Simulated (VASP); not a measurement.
A run of VASP 6.6.1 is set up as follows.

The input INCAR:

```
ALGO = Normal
EDIFF = 1E-7
ENCUT = 520
GGA = PE
ISIF = 2
ISMEAR = 0
ISPIN = 2
LASPH = True
LCHARG = False
LMAXMIX = 4
LORBIT = 11
LREAL = False
LWAVE = False
MAGMOM = 1 0
NBANDS = 19
NELM = 120
PREC = Accurate
SIGMA = 0.012
```

File KPOINTS:

```
k-points
0
Gamma
  11 11 11
```

The input POSCAR:

```
NiO
1.0
    0.0000000000      2.0859016414      2.0859016414
    2.0859016414      0.0000000000      2.0859016414
    2.0859016414      2.0859016414      0.0000000000
Ni O
1 1
Direct
    0.0000000000      0.0000000000      0.0000000000
    0.5000000000      0.5000000000      0.5000000000
```

Potentials or basis: VASP PAW PBE potentials, release 64 (Ni, O).

Launch:

```bash
$ cat potpaw_PBE.64/Ni/POTCAR potpaw_PBE.64/O/POTCAR > POTCAR
$ mpirun -np 1 vasp_std > vasp.out
```

Question: Predict the net moment.

Answer: 1.78 μB per cell.

Question: Predict the band gap on the k mesh.

Answer: None (metal or under the smearing width).

Caveat: a cell with one magnetic atom can't hold antiferromagnetic order, which such compounds often take; semilocal functionals often make such compounds metallic where correlation or magnetic order opens a gap, which also shifts bond lengths.

The gap isn't set beside the measured one, since this odd mesh misses points on the zone boundary.
